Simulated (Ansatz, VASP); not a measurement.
Given: the input of a run of Ansatz 0.2.0 on Os (Osmium). 

The input input.yaml:

```yaml
crystal:
  lattice:
    - [2.7341, 0.0, 0.0]
    - [-1.36705, 2.3678000565, 0.0]
    - [0.0, 0.0, 4.3197]
  atoms:
    - { symbol: Os, position: [0.6666666667, 0.3333333333, 0.75] }
    - { symbol: Os, position: [0.3333333333, 0.6666666667, 0.25] }
hamiltonian:
  xc: revpbe
  pseudopotentials: { kind: paw }
  dispersion: d3bj
kpoints:
  mp_grid: { grid: [11, 11, 6] }
scf:
  occupations: { method: fermi_dirac, width: 0.05 }
output:
  forces: true
  stress: true
relax:
  f_tol: 0.01
  max_steps: 40
  cell: { stress_tol: 0.05 }
```

Potentials or basis: Ansatz PAW.

Launch:

```bash
$ ansatz run input.yaml --threads 2 --pin off --max-ram 5120MiB --backend cpu --events-out ev --progress --plain --runs-dir out
```

**Question.** Set up the same calculation for VASP 6.6.1. Potentials or basis there: PBE PAW files Os, 600 eV.

**Answer.** As run (cutoffs and basis follow the program's own potentials, and thresholds, step limits or extra output files can differ):

File INCAR:

```
ALGO     = Normal         # electronic algorithm
EDIFF    = 1E-7           # SCF threshold, eV
EDIFFG   = -0.005         # ionic threshold
ENCUT    = 600            # plane-wave cutoff, eV
GGA      = RE             # functional
IBRION   = 2              # ionic algorithm
ISIF     = 3              # what is computed and relaxed
ISMEAR   = -1             # smearing method
IVDW     = 12             # dispersion correction
LASPH    = T              # aspherical terms in the spheres
LCHARG   = F              # write CHGCAR
LREAL    = F              # projectors in reciprocal space
LWAVE    = F              # write WAVECAR
NELM     = 80             # most SCF steps
NSW      = 40             # ionic steps
PREC     = Accurate       # precision mode
SIGMA    = 0.05           # smearing width, eV
```

KPOINTS

```
k-points
0
Gamma
  11 11 6
```

Contents of POSCAR:

```
Os
1.0
    2.7341000000      0.0000000000      0.0000000000
   -1.3670500000      2.3678000565      0.0000000000
    0.0000000000      0.0000000000      4.3197000000
Os
2
Direct
    0.6666666667      0.3333333333      0.7500000000
    0.3333333333      0.6666666667      0.2500000000
```

Potentials or basis: VASP PAW PBE potentials, release 64 (Os).

Launch:

```bash
$ cat potpaw_PBE.64/Os/POTCAR > POTCAR
$ mpirun -np 1 vasp_std > vasp.out
```

Both were run:

|  | Ansatz | VASP |
| --- | --- | --- |
| Relaxed volume | 13.90 Å³/atom | 13.90 Å³/atom |
| Relaxed cell | a = 2.728 Å, b = 2.728 Å, c = 4.315 Å, α = 90.00°, β = 90.00°, γ = 120.00° | a = 2.728 Å, b = 2.728 Å, c = 4.314 Å, α = 90.00°, β = 90.00°, γ = 120.00° |
| Space group after relaxing | P6_3/mmc (No. 194) | P6_3/mmc (No. 194) |
| Pressure after relaxing | 0.0 GPa | 0.0 GPa |

Ansatz's pressure holds a Pulay term of +0.11 GPa for its cutoff of 420 eV, which the other run lacks.

The potentials hold 32 and 16 valence electrons a cell.

Ansatz's potentials were made for PBE. VASP's potentials were made for PBE.

Where Ansatz's input types no cutoff or centring, it takes its own default and a Γ-centred mesh.

Pressure is positive in compression.
